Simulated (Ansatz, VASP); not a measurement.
**Br: VASP beside Ansatz**

```
Br
1.0
     3.36325   -2.32255    0.00000
     3.36325    2.32255    0.00000
     0.00000    0.00000    8.70230
Br
4
Direct
  0.36510 0.63490 0.39010
  0.13490 0.86510 0.89010
  0.63490 0.36510 0.60990
  0.86510 0.13490 0.10990
```

Alike in both runs: task single point; functional LDA; k mesh 7 × 7 × 3; occupations fermi-dirac, width 0.05 eV; no spin polarisation.

|  | VASP | Ansatz |
| --- | --- | --- |
| version | VASP 6.6.1 | Ansatz 0.2.0 |
| potentials or method | VASP PAW LDA potentials, release 64 (Br), cutoff 520 eV | all-electron LAPW, scalar-relativistic |

Ansatz gave:

* gap on the k mesh at the Fermi level (eV): 1.76
* least direct gap on the mesh (eV): 1.78
* pressure (GPa): -1.2
* largest component of the traceless stress (GPa): 0.69
* rms of the force components (eV/Å): 0.401

**Question.** Which values does VASP return?

**Answer.** gap on the k mesh at the Fermi level (eV): 1.75; least direct gap on the mesh (eV): 1.77; pressure (GPa): -1.2; largest component of the traceless stress (GPa): 0.69; rms of the force components (eV/Å): 0.420.

Atom by atom the forces differ by 0.020 eV/Å (rms over components). Ansatz ran all-electron here, so the differences hold the error of VASP's frozen core and of both bases.

Caveats: an odd mesh through Γ misses points on the zone boundary, where band edges often lie. As with any semilocal functional, this LDA gap is likely too small.
